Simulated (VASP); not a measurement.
Write the native input for VASP 6.6.1 that does the following.

```
Task                   : band structure
Functional             : PBE
Potentials or basis    : VASP PAW PBE potentials, release 64 (Be, Te)
Cutoff                 : 520 eV
k mesh                 : 8 × 8 × 8
Occupations            : gaussian, width 0.02 eV
Spin                   : non-collinear spin, zero start, spin-orbit coupling
Starting moments       : [[0.0, 0.0, 0.0], [0.0, 0.0, 0.0]] μB
Further INCAR settings : ALGO = Normal; EDIFF = 1e-07
```

The system is BeTe.

```xyz
2
Lattice="0.0000 2.7700 2.7700 2.7700 0.0000 2.7700 2.7700 2.7700 0.0000" Properties=species:S:1:pos:R:3 pbc="T T T"
Be    0.0000    0.0000    0.0000
Te    1.3850    1.3850    1.3850
```

The input as run:

POSCAR

```
BeTe
1.0
    0.0000000000      2.7700000000      2.7700000000
    2.7700000000      0.0000000000      2.7700000000
    2.7700000000      2.7700000000      0.0000000000
Be Te
1 1
Direct
    0.0000000000      0.0000000000      0.0000000000
    0.2500000000      0.2500000000      0.2500000000
```

INCAR.step1

```
ALGO = Normal
EDIFF = 1E-7
ENCUT = 520
GGA = PE
GGA_COMPAT = F
ISIF = 2
ISMEAR = 0
LASPH = T
LCHARG = T
LNONCOLLINEAR = T
LORBIT = 11
LREAL = F
LSORBIT = T
LWAVE = F
MAGMOM = 0 0 0 0 0 0
NELM = 60
PREC = Accurate
SIGMA = 0.02
```

KPOINTS.step1

```
k-points
0
Gamma
  8 8 8
```

INCAR.step2

```
ALGO = Normal
EDIFF = 1E-7
ENCUT = 520
GGA = PE
GGA_COMPAT = F
ICHARG = 11
ISIF = 2
ISMEAR = 0
LASPH = T
LCHARG = F
LNONCOLLINEAR = T
LORBIT = 11
LREAL = F
LSORBIT = T
LWAVE = F
MAGMOM = 0 0 0 0 0 0
NELM = 60
PREC = Accurate
SIGMA = 0.05
```

KPOINTS.step2

```
path GXWKGLUWLK,UX
15
line-mode
reciprocal
 0.0000000000  0.0000000000  0.0000000000  G
 0.5000000000  0.0000000000  0.5000000000  X

 0.5000000000  0.0000000000  0.5000000000  X
 0.5000000000  0.2500000000  0.7500000000  W

 0.5000000000  0.2500000000  0.7500000000  W
 0.3750000000  0.3750000000  0.7500000000  K

 0.3750000000  0.3750000000  0.7500000000  K
 0.0000000000  0.0000000000  0.0000000000  G

 0.0000000000  0.0000000000  0.0000000000  G
 0.5000000000  0.5000000000  0.5000000000  L

 0.5000000000  0.5000000000  0.5000000000  L
 0.6250000000  0.2500000000  0.6250000000  U

 0.6250000000  0.2500000000  0.6250000000  U
 0.5000000000  0.2500000000  0.7500000000  W

 0.5000000000  0.2500000000  0.7500000000  W
 0.5000000000  0.5000000000  0.5000000000  L

 0.5000000000  0.5000000000  0.5000000000  L
 0.3750000000  0.3750000000  0.7500000000  K

 0.6250000000  0.2500000000  0.6250000000  U
 0.5000000000  0.0000000000  0.5000000000  X
```

Potentials or basis: VASP PAW PBE potentials, release 64 (Be, Te).

The run is started by

```sh
$ cat potpaw_PBE.64/Be/POTCAR potpaw_PBE.64/Te/POTCAR > POTCAR
$ cp INCAR.step1 INCAR
$ cp KPOINTS.step1 KPOINTS
$ mpirun -np 1 vasp_ncl > vasp.out
$ cp INCAR.step2 INCAR
$ cp KPOINTS.step2 KPOINTS
$ mpirun -np 1 vasp_ncl > vasp.out
```

Results of the run:

* Net moment: 0.00 μB per cell

Caveat: the log is that of the step along the path at fixed density, whose energy, stress, charges and moments have no meaning.

Wall time 89 s on 1 thread of Intel(R) Xeon(R) 6975P-C (Granite Rapids), with other jobs on the host, peak memory 0.36 GiB.
